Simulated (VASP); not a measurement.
Runs of VASP 6.6.1 on Na. Symmetry: Im-3m, No. 229, cubic system. Conventional cell: a = 4.169 Å, b = 4.169 Å, c = 4.169 Å, α = 90.00°, β = 90.00°, γ = 90.00°. Na (site symmetry m-3m) has 8 Na at 3.61 Å as nearest neighbours. 

```csv
level,potentials or basis,gap on the mesh (eV),pressure (GPa),relaxed volume (Å³/atom)
PBEsol,"VASP PAW PBE potentials, release 64 (Na_pv)",none,0.0,-
LDA,"VASP PAW LDA potentials, release 64 (Na_pv)",none,0.0,(a)
PBE,"VASP PAW PBE potentials, release 64 (Na_pv)",none,0.0,-
PBE+D3(BJ),"VASP PAW PBE potentials, release 64 (Na_pv)",none,0.0,33.93
r2SCAN,"VASP PAW PBE potentials, release 64 (Na_pv)",none,0.0,-
```

Alike in all rows: task relaxation of cell and atoms; no spin polarisation; cell relaxed; k mesh 14 × 14 × 14; cutoff (eV) 600; smearing methfessel-paxton 0.1 eV.

Problem. Fill in the values left out.

Solution. (a) 33.11.

Caveats: the relaxation stopped at its first step, so nothing moved (some runs); the PAW data sets were made with another functional, which shifts forces and pressure a little (some runs); the volume moved by over 15 % at a fixed basis, so the end points are rough (some runs); the volume moved by -16 % from the deposited cell, more than functionals usually miss (some runs); the volume moved by -14 % from the deposited cell, more than functionals usually miss (some runs); pairwise dispersion overbinds metals, which lowers pressure and volume (some runs).

A gap of «none» marks a metal or a gap under the smearing width.
